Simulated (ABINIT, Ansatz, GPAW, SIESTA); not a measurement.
Cost and result for the band gap of AlN

Space group P6_3mc (No. 186). a = 3.113 Å, b = 3.113 Å, c = 4.981 Å, α = 90.00°, β = 90.00°, γ = 120.00°
```
atom  site  symmetry       x       y       z
  Al    2b       3m.  0.6667  0.3333  0.5000
   N    2b       3m.  0.6667  0.3333  0.8800
```

| rung | level | program and potentials | cutoff (eV) | k mesh | task | core time | chip | band gap (eV) | notes |
| --- | --- | --- | --- | --- | --- | --- | --- | --- | --- |
| GGA | PBE | Ansatz, Ansatz PAW | 420 | 7 × 7 × 5 | band structure | 3.2 s | Intel Xeon Platinum 8488C Sapphire Rapids | 4.21 | - |
| hybrid | PBE0 | Ansatz, Ansatz PAW | 420 | 6 × 6 × 4 | band structure | 14 s | AMD EPYC 7R13 Zen 3 | 6.31 | potentials made for PBE, which Ansatz adapts in part |
| LDA | LDA | ABINIT, PseudoDojo NC SR LDA v0.4.1 standard | 980 | 8 × 8 × 4 | single point | 23 s | Arm Neoverse V2 | 4.26 | - |
| G0W0 | G0W0 on PBE | Ansatz, Ansatz PAW | 420 | 6 × 6 × 4 | G0W0 quasiparticle levels | 27 s | AMD EPYC 7R13 Zen 3 | 5.92 | bands, basis or mesh of the many-body step not converged; response cutoff 220 eV, empty bands 309 |
| GGA | BLYP | ABINIT, JTH PAW PBE v2.0 | 680 | 10 × 10 × 6 | band structure | 70 s | Arm Neoverse V1 | 4.51 | potentials made for PBE |
| meta-GGA | rSCAN | GPAW, GPAW PAW data sets (gpaw-data 1.2.1) | 800 | 7 × 7 × 4 | band structure | 1.7 min | AMD EPYC 9R14 Zen 4 | 4.93 | potentials made for PBE |
| meta-GGA | MS2 | GPAW, GPAW PAW data sets (gpaw-data 1.2.1) | 800 | 7 × 7 × 4 | band structure | 3.3 min | Arm Neoverse V1 | 4.59 | potentials made for PBE |
| meta-GGA | r4SCAN | GPAW, GPAW PAW data sets (gpaw-data 1.2.1) | 800 | 7 × 7 × 4 | band structure | 4 min | Arm Neoverse V1 | 4.88 | potentials made for PBE |
| hybrid | r2SCAN0 | Ansatz, Ansatz PAW | 500 | 5 × 5 × 3 | band structure | 7.9 min | Intel Xeon Skylake/Cascade Lake | 6.73 | coarse mesh; potentials made for PBE, which Ansatz adapts in part |
| GGA | PBE | SIESTA, files PseudoDojo sr-pbe-0.4.1-standard, TZDP (energy shift 0.002 Ry; radii capped at 9.5 bohr) | - | 10 × 10 × 6 | band structure | 8.9 min | Arm Neoverse V1 | 4.40 | atomic basis |

Times are single runs on shared hosts and different chips, so they are rough; meshes, cutoffs and the tasks' sizes weigh on the time. All rows: no spin polarisation. Gaps are the least found on the k mesh or the band path, and a mesh can miss the band edges. The cell comes from a database and isn't always the measured one. Meshes differ between rows, which moves values too. All levels ran on this one cell, unrelaxed unless noted. Meshes are those of the run's cell of 4 atoms unless a note names another. Runs on faulty files, with rough fits or with known faults for this quantity aren't shown. No row holds spin-orbit coupling.

By rung: LDA 4.26; GGA 4.21 to 4.51; meta-GGA 4.59 to 4.93; hybrid 6.31; GGA in atomic bases 4.40; hybrid on coarse meshes 6.73; G0W0 on coarse settings 5.92 (eV).
